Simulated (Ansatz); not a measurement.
MoP:

```
Mo P
1.0
     3.22300    0.00000    0.00000
    -1.61150    2.79120    0.00000
     0.00000    0.00000    3.19100
Mo P
1 1
Direct
  0.00000 0.00000 0.00000
  0.33333 0.66667 0.50000
```

- Program: Ansatz 0.2.0
- Task: relaxation of cell and atoms
- Functional: PBEsol
- Potentials or basis: all-electron LAPW, scalar-relativistic
- Basis error allowed: 0.001 eV/atom
- k mesh: 10 × 10 × 8
- Occupations: fermi-dirac, width 0.05 eV
- Spin: no spin polarisation

At the start: volume 14.35 Å³/atom.

Problem. How do energy, volume and symmetry change on relaxing?

Solution. Over 5 steps the energy falls by 2.8 meV/atom and the volume is 14.12 Å³/atom (-1.6 %); space group P-6m2 (No. 187, to 0.05 Å).

Step by step:
| step | energy change (eV) | largest force (eV/Å) | volume (Å³) |
| --- | --- | --- | --- |
| 1 | 0.0000 | 0.0000 | 28.71 |
| 2 | -0.0051 | 0.0000 | 28.12 |
| 3 | -0.0055 | 0.0000 | 28.26 |
| 4 | -0.0055 | 0.0000 | 28.25 |
| 5 | -0.0055 | 0.0000 | 28.25 |

Final structure:
```yaml
crystal:
  lattice:
    - [3.20666, 0.00000, 0.00000]
    - [-1.60333, 2.77705, 0.00000]
    - [0.00000, 0.00000, 3.17224]
  atoms:
    - { symbol: Mo, position: [0.00000, 0.00000, 0.00000] }
    - { symbol: P, position: [0.33333, 0.66667, 0.50000] }
```
